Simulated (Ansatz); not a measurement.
**WSe2: response to strain**

WSe2 is deformed so: equal xy, yz and zx engineering shear strains of -3 %. What stress and forces result, by LAPW and PAW?

Method: DFT PBEsol, scalar-relativistic, in Ansatz 0.2.0.

2 further runs of the same task are left out: 2 that didn't finish.

### Step 1. The starting structure

It takes space group P6_3/mmc (No. 194, hexagonal). Conventional cell: a = 3.290 Å, b = 3.290 Å, c = 12.970 Å, α = 90.00°, β = 90.00°, γ = 120.00°. W (site symmetry -6m2) is surrounded by 6 Se at 2.53 Å. Around Se (site symmetry 3m) lie 3 W at 2.53 Å.

As a file:

```
W Se
1.0
     3.29000    0.00000    0.00000
    -1.64500    2.84922    0.00000
     0.00000    0.00000   12.97000
W Se
2 4
Direct
  0.33333 0.66667 0.25000
  0.66667 0.33333 0.75000
  0.33333 0.66667 0.62100
  0.66667 0.33333 0.12100
  0.33333 0.66667 0.87900
  0.66667 0.33333 0.37900
```

Atoms are numbered in the order of the input: W1, W2, Se3, Se4, Se5, Se6.

### Step 2. After the deformation

Space group P6_3/mmc before, P-1 after.

### Step 3. Full-potential LAPW

input.yaml

```yaml
crystal:
  lattice:
    - [3.2899984505, -0.0493499768, -0.0493499768]
    - [-1.6877375588, 2.8738972249, -0.0180633452]
    - [-0.19455, -0.19455, 12.97]
  atoms:
    - { symbol: W, position: [0.3333333333, 0.6666666667, 0.25] }
    - { symbol: W, position: [0.6666666667, 0.3333333333, 0.75] }
    - { symbol: Se, position: [0.3333333333, 0.6666666667, 0.621] }
    - { symbol: Se, position: [0.6666666667, 0.3333333333, 0.121] }
    - { symbol: Se, position: [0.3333333333, 0.6666666667, 0.879] }
    - { symbol: Se, position: [0.6666666667, 0.3333333333, 0.379] }
kpoints:
  mp_grid: { grid: [11, 11, 3] }
  band_path:
    path:
      - [0.0, 0.0, 0.0]
      - [0.0, 0.0, 0.5]
      - [-0.5, 0.5, 0.0]
      - [0.0, 0.0, 0.0]
      - [0.0, -0.5, 0.0]
      - [-0.5, 0.0, 0.5]
      - [0.0, 0.0, 0.0]
      - [-0.5, 0.0, 0.0]
      - [0.0, -0.5, 0.5]
    npoints: 5
scf:
  occupations: { method: fermi_dirac, width: 0.08 }
hamiltonian:
  xc: pbesol
  pseudopotentials: { kind: all_electron, lapw: { basis_error: 0.0005 } }
output:
  forces: true
  stress: true
  eigenvalues: true
```

Launch:

```bash
$ ansatz run input.yaml --threads 2 --pin off --max-ram 8192MiB --backend cpu --events-out ev --progress --plain --runs-dir out
```

The program printed, shortened:

```text
LAPW: plane waves up to 9.773 Å⁻¹, error target 5.0e-4 eV per atom; small_component_spin mean_spin; Se in spheres of 1.174 Å, 24 of its electrons in bands, Dirac shells []; W in spheres of 1.288 Å, 44 of its electrons in bands, Dirac shells []
[...]
Pseudopotentials: kind: all_electron
Pseudopotential: W, LAPW, valence charge 44, Koelling and Harmon's equation, gaussian nucleus
Pseudopotential: Se, LAPW, valence charge 24, Koelling and Harmon's equation, gaussian nucleus
Functional definition: PBEsol
[...]
Crystal: 6 atoms, lattice volume = 121.497 Å³
Basis set: ecut = 363.90051156246153 eV, 1899 PW (Γ), exchange–correlation at level 2
Bands: 111, of which v1, the nominal top of the filled ones, is band 92 counted from 1 (91 counted from 0)
Symmetry: 2 space group operations
Space group: P-1 (ITA 2), of the structure as read, at distance tolerance 5.0e-5 Å
k-points: 182 of 363
[...]
SCF iter   1: F=—  HF=-1142475.239641 eV  |F-HF|=—  |Δ(HF+E_count)|=         —  Δρ=2.79e-2  dr2=1.70e0  ethr=9.21e-4  ⟨swp⟩=2.0  Hψ=123883  notcnv=0
[...]
the basis was enlarged: its passes take 926.3 KiB over the memory plan, 2 of 2 planned eigensolver slots
[...]
SCF iter  11: F=-1142474.653085 eV  HF=-1142474.653085 eV  |F-HF|=2.65e-8  |Δ(HF+E_count)|=   2.36e-7  Δρ=3.41e-6  dr2=1.89e-8  ethr=2.61e-10  ⟨swp⟩=3.0  Hψ=60337  notcnv=0
[...]
NSCF: frozen V_eff on 41 k-points
SCF converged after 11 iterations
Free energy (F): -1142474.653085 eV
[...]
E sigma→0 (E₀):  -1142474.653023 eV
Entropy (-TS):   -0.000124 eV (-0.021 meV/atom)
Fermi energy:    15.432121 eV
[...]
--- Forces (eV/Å), atoms counted from 1 ---
  atom   1  W      0.28297092     0.01330434     0.07010051
  atom   2  W     -0.28297092    -0.01330434    -0.07010051
  atom   3  Se    -0.28100629    -0.42087485     0.10315332
  atom   4  Se    -0.57529889    -0.43421740     0.03021954
  atom   5  Se     0.57529889     0.43421740    -0.03021954
  atom   6  Se     0.28100629     0.42087485    -0.10315332
[...]
--- Stress (GPa, compression-positive) ---
       -1.141509       2.666751       4.098527
        2.666751      -1.071199       4.091629
        4.098527       4.091629       0.008560
  P = ⅓ Tr σ = -0.7347 GPa (-7.347 kbar)
--- Band table (eV; the first three rows and the last of 182) ---
[...]
```

Run time: 9.9 min. Hardware: 2 threads of Arm Neoverse V2, shared host; peak memory 4.2 GiB.

In short: pressure -0.73 GPa; gap 0.90 eV; largest force 0.721 eV/Å.

### Step 4. PAW on the default files

input.yaml: that of step 3 with these lines changed.

```diff
@@ -14,14 +14,2 @@
   mp_grid: { grid: [11, 11, 3] }
-  band_path:
-    path:
-      - [0.0, 0.0, 0.0]
-      - [0.0, 0.0, 0.5]
-      - [-0.5, 0.5, 0.0]
-      - [0.0, 0.0, 0.0]
-      - [0.0, -0.5, 0.0]
-      - [-0.5, 0.0, 0.5]
-      - [0.0, 0.0, 0.0]
-      - [-0.5, 0.0, 0.0]
-      - [0.0, -0.5, 0.5]
-    npoints: 5
 scf:
@@ -30,3 +18,3 @@
   xc: pbesol
-  pseudopotentials: { kind: all_electron, lapw: { basis_error: 0.0005 } }
+  pseudopotentials: { kind: paw }
 output:
@@ -35 +23,6 @@
   eigenvalues: true
+  efg: { contact_densities: true }
+  write_density: true
+  write_potential: true
+  elf: true
+  volumetric_format: npy
```

Launch:

```bash
$ ansatz run input.yaml --threads 2 --pin off --max-ram 8192MiB --backend cpu --events-out ev --progress --plain --runs-dir out
```

The program printed:

```text
W: output.efg is read without spin–orbit coupling, which moves field gradients at and beside such atoms by some per cent and up to a factor of two; PAW files take it under magnetization.noncollinear and magnetization.spin_orbit
Engine: ansatz 0.2.0
Pseudopotentials: kind: paw
Pseudopotential: W, paw, valence charge 14, recommended cutoff 420 eV (normal)
Pseudopotential: Se, paw, valence charge 16, recommended cutoff 420 eV (normal)
[... 1 set-up line as earlier in the session ...]
  exchange = pbesol_x
  correlation = pbesol_c
Crystal: 6 atoms, lattice volume = 121.497 Å³
Basis set: ecut = 420 eV, 2415 PW (Γ), exchange–correlation on 48×48×180 points (8 copies of the dense FFT grid, shifted against one another)
Bands: 56, of which v1, the nominal top of the filled ones, is band 46 counted from 1 (45 counted from 0)
[... 2 set-up lines as earlier in the session ...]
k-points: 182 of 363
Non-local potential: W, projectors of the file, l = 0: 3, l = 1: 2, l = 2: 2, l = 3: 1
Non-local potential: Se, projectors of the file, l = 0: 2, l = 1: 2, l = 2: 3, l = 3: 1
PAW form: soft (Blöchl's): semilocal exchange-correlation on the pseudo side does not see the compensation charge
PAW frozen core: W, regenerated for the run's functional, and the local potential with it (the file was generated under x = pbe(κ = 0.804, μ = 0.2195149727645171), c = pbe(β = 0.06672455060314922))
PAW frozen core: Se, regenerated for the run's functional, and the local potential with it (the file was generated under x = pbe(κ = 0.804, μ = 0.2195149727645171), c = pbe(β = 0.06672455060314922))
PAW one-centre angular grid: W, 590 points (default); XC on 64 Gauss nodes
PAW one-centre angular grid: Se, 590 points (default); XC on 64 Gauss nodes
Initial density: superposition of atomic densities (neutral atoms: chi_scale 0, normalization atom), corrected by the library's trained network
Initial wavefunctions: pseudopotential atomic-orbital guess
Functional: x = pbesol(κ = 0.804, μ = 0.12345679012345678), c = pbesol(β = 0.046)
SCF iter   1: F=—  HF=-42213.394673 eV  |F-HF|=—  |Δ(HF+E_count)|=         —  Δρ=4.86e-3  dr2=1.57e-2  ethr=1.77e-3  ⟨swp⟩=6.0  Hψ=36219  notcnv=0
preconditioner: auto → Resta (q_TF=auto, 2.605 Å⁻¹)  ε∞=6.1  [insulator: Δε(μ)=0.893 eV  Ē_g=8.963 eV  σ=0.080 eV  W_gap=0.99  n_scr=42 (ndim 8)  ℏωp=20.2 eV  f_vac=0.045  D(μ)=0.00/eV (n_scr^D=0)  ε∞_Penn≈6.1]
SCF iter   2: F=—  HF=-42213.397883 eV  |F-HF|=—  |Δ(HF+E_count)|=   3.21e-3  Δρ=2.69e-3  dr2=3.18e-3  ethr=1.70e-5  ⟨swp⟩=3.0  Hψ=20985  notcnv=0
SCF iter   3: F=—  HF=-42213.399658 eV  |F-HF|=—  |Δ(HF+E_count)|=   1.78e-3  Δρ=1.32e-3  dr2=8.50e-4  ethr=3.46e-6  ⟨swp⟩=1.7  Hψ=10173  notcnv=0
SCF iter   4: F=—  HF=-42213.400309 eV  |F-HF|=—  |Δ(HF+E_count)|=   6.50e-4  Δρ=1.17e-4  dr2=4.24e-5  ethr=9.24e-7  ⟨swp⟩=2.0  Hψ=13218  notcnv=0
SCF iter   5: F=—  HF=-42213.400320 eV  |F-HF|=—  |Δ(HF+E_count)|=   1.14e-5  Δρ=5.96e-5  dr2=7.72e-6  ethr=4.60e-8  ⟨swp⟩=2.0  Hψ=17197  notcnv=0
SCF iter   6: F=—  HF=-42213.400325 eV  |F-HF|=—  |Δ(HF+E_count)|=   4.81e-6  Δρ=1.62e-5  dr2=4.50e-7  ethr=8.39e-9  ⟨swp⟩=3.0  Hψ=18041  notcnv=0
SCF iter   7: F=—  HF=-42213.400325 eV  |F-HF|=—  |Δ(HF+E_count)|=   2.88e-7  Δρ=6.45e-6  dr2=2.74e-7  ethr=1.09e-10  ⟨swp⟩=13.1  Hψ=79883  notcnv=0
SCF iter   8: F=-42213.400325 eV  HF=-42213.400325 eV  |F-HF|=5.29e-8  |Δ(HF+E_count)|=   1.57e-8  Δρ=3.03e-6  dr2=6.12e-8  ethr=1.09e-10  ⟨swp⟩=7.0  Hψ=66192  notcnv=0
SCF 1 converged in 8 iterations: F = -42213.400325 eV  dr2 = 6.12e-8
SCF converged after 8 iterations
Free energy (F): -42213.400325 eV
Harris-Foulkes:  -42213.400325 eV  (|F-HF|=5.29e-8)
Internal energy: -42213.400200 eV  (E = F + TS)
E sigma→0 (E₀):  -42213.400263 eV
Entropy (-TS):   -0.000125 eV (-0.021 meV/atom)
Fermi energy:    13.247941 eV
--- Per-component energies (eV) ---
  E_band       = -1695.824393
  E_kinetic    = 1378.990847
  E_local      = -11442.267504  (includes V_loc(G=0)·N_el)
  E_nonlocal   = -2361.844874
  E_hartree    = 5493.531267
  E_xc         = -945.808229
  E_vxc        = -872.380844  (∫ρ·V_xc dr)
  E_paw        = -24344.734094  (= ΣΔE_a)
  E_vpaw       = 614.619203  (= ΣTr[D̂ρ^β])
  E_aug_tail   = -0.002514  (compensation charges beyond the density's cutoff)
  E_ewald      = -9995.742486
  E_core_change = 4.477386  (= ΣΔE_core)
  E_smearing   = -0.000125  (= −TS)
  E_closure    = -0.000000  (closes the sum)
  Σ components = -42213.400325   (vs F -42213.400325, Δ=0.00e0)
--- Forces (eV/Å), atoms counted from 1 ---
  atom   1  W      0.28248841     0.01332074     0.07016693
  atom   2  W     -0.28248841    -0.01332074    -0.07016693
  atom   3  Se    -0.28113843    -0.42075703     0.10700566
  atom   4  Se    -0.57495328    -0.43411826     0.03407150
  atom   5  Se     0.57495328     0.43411826    -0.03407150
  atom   6  Se     0.28113843     0.42075703    -0.10700566
  max |Σ_I F_I| component: 0.00e0 eV/Å
--- Stress (GPa, compression-positive) ---
       -1.186009       2.666915       4.098214
        2.666915      -1.115455       4.091297
        4.098214       4.091297      -0.027295
  P = ⅓ Tr σ = -0.7763 GPa (-7.763 kbar)
--- PAW observables at the nuclei: V_zz in 10²¹ V/m², potentials from the cell's mean, atoms counted from 1 ---
  atom   1  W  V_zz =   -19.453078   η = 0.2729   by run symmetry: allowed
            electrostatic potential = -14807.113555 V   contact ρ = 8810843.082546 e/Å³
  atom   2  W  V_zz =   -19.453078   η = 0.2729   by run symmetry: allowed
            electrostatic potential = -14807.113555 V   contact ρ = 8810843.082546 e/Å³
  atom   3  Se V_zz =    -8.011274   η = 0.2282   by run symmetry: allowed
            electrostatic potential = -4715.500877 V   contact ρ = 262402.721308 e/Å³
  atom   4  Se V_zz =    -8.546416   η = 0.2719   by run symmetry: allowed
            electrostatic potential = -4715.498717 V   contact ρ = 262402.699849 e/Å³
  atom   5  Se V_zz =    -8.546416   η = 0.2719   by run symmetry: allowed
            electrostatic potential = -4715.498717 V   contact ρ = 262402.699849 e/Å³
  atom   6  Se V_zz =    -8.011274   η = 0.2282   by run symmetry: allowed
            electrostatic potential = -4715.500877 V   contact ρ = 262402.721308 e/Å³
--- Band table (eV; the first three rows and the last of 182) ---
  k-point 0: bands = ["-61.3910", "-61.3910", "-35.0489", "-35.0488", "-35.0467", "-35.0466", "-35.0460", "-35.0460", "-35.0447", "-35.0447", "-35.0187", "-35.0185", "-35.0177", "-35.0174", "-35.0166", "-35.0163", "-35.0160", "-35.0157", "-35.0059", "-35.0056", "-35.0034", "-35.0031", "-25.6800", "-25.6799", "-25.5639", "-25.5639", "-25.5190", "-25.5190", "-2.4721", "-2.2179", "-1.2885", "-0.8617", "5.6648", "6.7870", "9.1463", "9.9666", "9.9830", "10.3225", "10.3514", "11.2020", "11.2538", "11.2670", "11.3736", "11.7659", "11.8076", "12.8347", "15.2479", "15.3404", "15.4091", "15.5627", "15.6100", "15.7283", "15.7578", "15.9299", "17.2707", "17.9592"]
  k-point 1: bands = ["-61.3910", "-61.3910", "-35.0489", "-35.0488", "-35.0466", "-35.0466", "-35.0460", "-35.0460", "-35.0447", "-35.0447", "-35.0187", "-35.0185", "-35.0177", "-35.0174", "-35.0166", "-35.0163", "-35.0160", "-35.0158", "-35.0059", "-35.0057", "-35.0034", "-35.0031", "-25.6800", "-25.6799", "-25.5639", "-25.5639", "-25.5190", "-25.5190", "-2.4210", "-2.2976", "-1.1677", "-0.9580", "5.8846", "6.4195", "9.6670", "9.9703", "9.9792", "10.2875", "10.3699", "10.7759", "11.2160", "11.2445", "11.3464", "11.3761", "12.4290", "12.7474", "15.2411", "15.3322", "15.4445", "15.5430", "15.6329", "15.6991", "15.8029", "15.8900", "17.4641", "17.8088"]
  k-point 2: bands = ["-61.3902", "-61.3902", "-35.0488", "-35.0487", "-35.0464", "-35.0464", "-35.0457", "-35.0457", "-35.0447", "-35.0446", "-35.0188", "-35.0186", "-35.0177", "-35.0174", "-35.0167", "-35.0165", "-35.0161", "-35.0158", "-35.0058", "-35.0055", "-35.0033", "-35.0029", "-25.6760", "-25.6760", "-25.5749", "-25.5749", "-25.5316", "-25.5316", "-2.3463", "-2.0934", "-1.2186", "-0.8050", "5.8266", "6.9462", "9.0304", "9.7262", "9.7544", "10.2911", "10.3274", "10.7247", "11.0340", "11.1010", "11.2535", "11.7091", "12.0316", "12.6275", "15.0738", "15.1175", "15.2448", "15.4114", "15.4363", "15.5936", "15.7224", "15.8228", "17.9829", "18.5551"]
  k-point 181: bands = ["-61.3804", "-61.3804", "-35.0469", "-35.0469", "-35.0457", "-35.0457", "-35.0446", "-35.0446", "-35.0404", "-35.0403", "-35.0203", "-35.0200", "-35.0184", "-35.0183", "-35.0177", "-35.0176", "-35.0166", "-35.0165", "-35.0039", "-35.0036", "-35.0012", "-35.0010", "-25.7469", "-25.7469", "-25.6309", "-25.6309", "-25.6251", "-25.6251", "-0.5018", "-0.3926", "-0.1726", "-0.0527", "6.4621", "6.5824", "7.4113", "7.5237", "8.1413", "8.5252", "9.2220", "9.3352", "10.3099", "10.3677", "10.5643", "10.7001", "11.7923", "11.9010", "14.5841", "14.8384", "15.0939", "15.1832", "15.8801", "16.3378", "16.4579", "16.8315", "17.7993", "18.1743"]
```

Wall time 51 s (2 threads of Arm Neoverse V2, shared host); peak memory 1 GiB.

Read from it: pressure -0.78 GPa; gap on the k mesh 0.90 eV (an odd mesh misses the zone boundary); largest force 0.721 eV/Å; Vzz W1 -19.45 (η = 0.27), Se3 -8.01 (η = 0.23), Se4 -8.55 (η = 0.27) (10²¹ V/m²).

Density in a lattice plane of the grid's cell (edges 3.29 and 12.97 Å, at 0.333 of the third edge), which holds W and Se.

Ten even steps from ' ' (0.04 e/Å³) to '@' (20.77 e/Å³):
```
            
            
            
        ..  
      ..::..
        ..  
            
            
            
            
            
      ..@@..
      ..**..
            
            
            
      ..**..
      ..@@..
            
            
```
Columns run along the first of these edges and rows up along the second, over one cell in 6 and 20 even steps from the bottom left corner. Atoms in the plane (fractional): W at (0.67, 0.75), Se at (0.67, 0.12), Se at (0.67, 0.38).

ELF in the same plane.

Values, 12 rows by 6 columns:
```
0.60 0.72 0.60 0.21 0.08 0.19
0.59 0.64 0.57 0.27 0.24 0.27
0.20 0.35 0.23 0.68 0.07 0.70
0.57 0.63 0.55 0.27 0.25 0.27
0.66 0.74 0.61 0.21 0.08 0.25
0.06 0.08 0.05 0.17 0.35 0.18
0.64 0.11 0.60 0.82 0.70 0.82
0.56 0.19 0.58 0.72 0.56 0.72
0.22 0.36 0.22 0.20 0.19 0.21
0.58 0.19 0.57 0.72 0.57 0.73
0.60 0.11 0.63 0.81 0.69 0.81
0.04 0.05 0.05 0.17 0.33 0.14
```
Columns run along the first of these edges and rows up along the second, over one cell in 6 and 12 even steps from the bottom left corner. Atoms in the plane (fractional): W at (0.67, 0.75), Se at (0.67, 0.12), Se at (0.67, 0.38).

Both are smooth fields of the valence electrons: close to the nuclei they are not physical.

Outside the cores ELF peaks at 0.89 beside Se, off the lines to its neighbours, 0.9 Å from Se; 0.80 on the Se–W line, 0.9 Å from Se; 0.49 between the atoms, 1.9 Å from W.

### Step 5. Side by side

Stress (GPa, compression positive):

```csv
method,xx,yy,zz,yz,xz,xy
LAPW,-1.14,-1.07,0.01,4.09,4.10,2.67
PAW,-1.19,-1.12,-0.03,4.09,4.10,2.67
```

Forces (eV/Å):

```csv
atom,LAPW x,LAPW y,LAPW z,PAW x,PAW y,PAW z
W1,0.283,0.013,0.070,0.282,0.013,0.070
W2,-0.283,-0.013,-0.070,-0.282,-0.013,-0.070
Se3,-0.281,-0.421,0.103,-0.281,-0.421,0.107
Se4,-0.575,-0.434,0.030,-0.575,-0.434,0.034
Se5,0.575,0.434,-0.030,0.575,0.434,-0.034
Se6,0.281,0.421,-0.103,0.281,0.421,-0.107
```

```
method  pressure (GPa)  gap on the k mesh (eV)  largest force (eV/Å)  Vzz W1 (10²¹ V/m²)  Vzz Se3 (10²¹ V/m²)  Vzz Se4 (10²¹ V/m²)  SCF cycles, all passes
  LAPW           -0.73                    0.90                 0.721                   –                    –                    –                      11
   PAW           -0.78                    0.90                 0.721              -19.45                -8.01                -8.55                       8
```

### Step 6. Results

```
                                 quantity                      value
                                 pressure  LAPW -0.73, PAW -0.78 GPa
largest shear or deviatoric stress (LAPW)                   4.10 GPa
```

What this shows: The largest part of the stress beyond the pressure is 4.10 GPa in size; the atoms are carried along and not relaxed. No run of the undeformed cell stands beside it, so the pressure holds what the given cell had before the change. PAW: stress within 0.04 GPa of LAPW, forces within 4 meV/Å. Spin-orbit coupling is left out, though the cell holds W; in elements this heavy it can shift bands and gaps by tenths of an eV.
